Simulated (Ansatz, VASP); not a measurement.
# Two plane-wave programs on FeO (Wuestite)

```
Fe O
1.0
     1.58442    0.91477    2.48306
    -1.58442    0.91477    2.48306
     0.00000   -1.82953    2.48306
Fe O
1 1
Direct
  0.00000 0.00000 0.00000
  0.50000 0.50000 0.50000
```

Alike in both runs: functional PBE; k mesh 18 × 18 × 18; occupations gaussian, width 0.1 eV; collinear spin; Hubbard terms Fe d U = 5.3 eV.

Ansatz relaxed the structure, and its values are those at the end. VASP's run is a single point on that final structure, the one shown.

|  | VASP | Ansatz |
| --- | --- | --- |
| version | VASP 6.6.1 | Ansatz 0.2.0 |
| potentials or method | VASP PAW PBE potentials, release 64 (Fe, O) | scalar-relativistic, plane waves, PAW |
| plane-wave cutoff (eV) | 520 | 420 |
| valence electrons in the cell | 14 | 22 |

Ansatz gave:

| Property | Result |
| --- | --- |
| pressure (GPa) | 0.0 |
| net moment per atom (μB) | 2.00 |
| size of the moment on the site where the two differ most (μB) | 3.54 |

**Question.** Estimate VASP's values.

**Answer.** Pressure (GPa): -9.4; net moment per atom (μB): 2.00; size of the moment on the site where the two differ most (μB): 3.85.

Site moments also hang on the region over which each program counts them. The programs project onto different local orbitals, so the same U acts differently. The two sets of potentials don't hold the same shells in valence.

Caveats: a cell with one magnetic atom can't hold antiferromagnetic order, which such compounds often take. The state reached can hang on the start; a lower one may exist.
